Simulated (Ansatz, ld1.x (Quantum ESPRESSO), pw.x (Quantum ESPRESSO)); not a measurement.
## pw.x on fcc Ru: one setting changed

Potential: norm-conserving RRKJ (Kleinman–Bylander form), ld1.x (Quantum ESPRESSO) 7.5, PBE; core [Kr], reference 4d7 5s0 5p1; waves: 5p (bound): rc 3.25 bohr; 4d (bound): rc 1.45 bohr; 5s (bound, empty): rc 1.70 bohr; local part: the s channel; core correction: none; rho0 0.02.

The reference run (k-mesh 15³, cutoffs 110/440 Ry, Fermi–Dirac 0.01 Ry, mixing_beta 0.4, conv_thr 1e-9, no spin) gives 5.29 GPa at 13.814 Å³/atom, where all-electron LAPW gives 0.83 GPa. This run, with its own iteration cap, changes k-mesh points per axis to 2.

```
&control
  calculation='scf', prefix='x', pseudo_dir='./', outdir='./tmp', tstress=.true., disk_io='none'
/
&system
  ibrav=0, nat=1, ntyp=1, ecutwfc=110, ecutrho=440, nbnd=11,
  occupations='smearing', smearing='fd', degauss=0.01
/
&electrons
  conv_thr=1e-09, mixing_beta=0.4, electron_maxstep=50
/
ATOMIC_SPECIES
Ru 1.0 Ru.UPF
CELL_PARAMETERS angstrom
  0.00000000 1.90442183 1.90442183
  1.90442183 0.00000000 1.90442183
  1.90442183 1.90442183 0.00000000
ATOMIC_POSITIONS crystal
Ru 0.0000 0.0000 0.0000
K_POINTS automatic
2 2 2 0 0 0
```

```bash
pw.x < Ru.scf.in > Ru.scf.out
```

Task: How does the run end?

Result: It converges in 17 iterations; the free energy moves by +2.57 eV/atom and the pressure by +33.90 GPa.

```
Message from routine setup:
     using ibrav=0 with symmetry is DISCOURAGED, use correct ibrav instead
     lattice parameter (alat)  =       5.0895  a.u.
     unit-cell volume          =      93.2215 (a.u.)^3
     number of electrons       =         8.00
     number of Kohn-Sham states=           11
     kinetic-energy cutoff     =     110.0000  Ry
     charge density cutoff     =     440.0000  Ry
     scf convergence threshold =      1.0E-09
     Exchange-correlation= PBE
     number of k points=     3  Fermi-Dirac smearing, width (Ry)=  0.0100
     iteration #  1     ecut=   110.00 Ry     beta= 0.40
     total energy              =     -32.76836592 Ry
     estimated scf accuracy    <       0.25182468 Ry
     iteration #  2     ecut=   110.00 Ry     beta= 0.40
     total energy              =     -32.77817313 Ry
     estimated scf accuracy    <       0.03031219 Ry
     iteration #  3     ecut=   110.00 Ry     beta= 0.40
     total energy              =     -32.78020385 Ry
     estimated scf accuracy    <       0.01150856 Ry
     [... 11 iterations left out ...]
     iteration # 15     ecut=   110.00 Ry     beta= 0.40
     total energy              =     -32.78604753 Ry
     estimated scf accuracy    <          2.1E-09 Ry
     iteration # 16     ecut=   110.00 Ry     beta= 0.40
     total energy              =     -32.78604753 Ry
     estimated scf accuracy    <          1.7E-09 Ry
     iteration # 17     ecut=   110.00 Ry     beta= 0.40
     the Fermi energy is    17.8041 ev
!    total energy              =     -32.78604753 Ry
     estimated scf accuracy    <          5.0E-10 Ry
     smearing contrib. (-TS)   =      -0.02040699 Ry
     The total energy is F=E-TS. E is the sum of the following terms:
     one-electron contribution =      12.75253426 Ry
     hartree contribution      =       2.01752136 Ry
     xc contribution           =      -6.76818155 Ry
     ewald contribution        =     -40.76751462 Ry
     convergence has been achieved in  17 iterations
          total   stress  (Ry/bohr**3)                   (kbar)     P=      391.93
     Message from routine punch:
     Nothing written, as per user request (disk_io='none')
```

The run took about 1.7 s on one core of a shared host (Neoverse-V2, 192 threads, 742 GiB, load 58).
